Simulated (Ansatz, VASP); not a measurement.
# BAs: VASP beside Ansatz

```
B As
1.0
     0.00000    2.39187    2.39187
     2.39187    0.00000    2.39187
     2.39187    2.39187    0.00000
B As
1 1
Direct
  0.00000 0.00000 0.00000
  0.25000 0.25000 0.25000
```

Alike in both runs: task single point; functional r2SCAN; k mesh 10 × 10 × 10; no spin polarisation.

```csv
,VASP,Ansatz
version,VASP 6.6.1,Ansatz 0.2.0
potentials or method,"VASP PAW PBE potentials, release 64 (B, As)","plane waves, PAW"
plane-wave cutoff (eV),520,500
occupations,"gaussian, width 0.01 eV",fixed
valence electrons in the cell,8,18
```

|  | VASP | Ansatz | Ansatz less VASP |
| --- | --- | --- | --- |
| gap on the k mesh at the Fermi level (eV) | 1.37 | 1.37 | 0.000 |
| pressure (GPa) | 0.3 | 0.0 | -0.24 |

The two sets of potentials don't hold the same shells in valence.

Caveats: the PAW data sets were made with another functional, which shifts forces and pressure a little (VASP). r2SCAN opens gaps a little over a GGA but as a rule still falls short of measured ones. A k mesh can miss the band edges.
